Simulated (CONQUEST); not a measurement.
CdSe (Cadmoselite):

```
Cd Se
1.0
     4.30000    0.00000    0.00000
     0.00000    7.02000    0.00000
     0.00000    0.00000    7.44782
Cd Se
4 4
Direct
  0.49778 0.50014 0.83364
  0.99778 0.50014 0.33364
  0.01038 0.00047 0.66954
  0.51038 0.00047 0.16954
  0.49039 0.87992 0.83707
  0.99039 0.87992 0.33707
  0.49866 0.38410 0.16364
  0.99866 0.38410 0.66364
```

The cell isn't the ideal one: atoms moved at random, drawn with an rms of 0.05 Å.

Program: CONQUEST 1.3. Alike in all runs: task single point; level PBE; no spin polarisation; cell atoms moved at random, drawn with an rms of 0.05 Å.

Problem. Order these runs on this cell by their pressure, lowest first.
A. potentials or basis PseudoDojo NC PBE, DZP, multi-site functions of range 3 bohr, grid cutoff 120 Ha; k mesh 6 × 4 × 4; smearing fermi-dirac 0.05 eV; solver diagonalisation; SCF tolerance 1e-06
B. potentials or basis PseudoDojo NC PBE, SZ, linear scaling with L range 14 bohr, grid cutoff 120 Ha; smearing none (density matrix without k points); solver linear scaling; SCF tolerance 1e-05
C. potentials or basis PseudoDojo NC PBE, SZ, grid cutoff 120 Ha; k mesh 6 × 4 × 4; smearing fermi-dirac 0.05 eV; solver diagonalisation; SCF tolerance 1e-06

Solution. A (3.4 GPa), C (9.3 GPa), B (10.9 GPa).

Caveats: the basis of atomic orbitals isn't converged, which shifts pressures, moduli and gaps; the atomic basis is small (some runs); multi-site functions contract the basis, which raises the energy a little and makes forces and stress less exact (some runs); the density matrix is cut off at a finite range, which raises the energy and shifts forces and pressure (some runs).
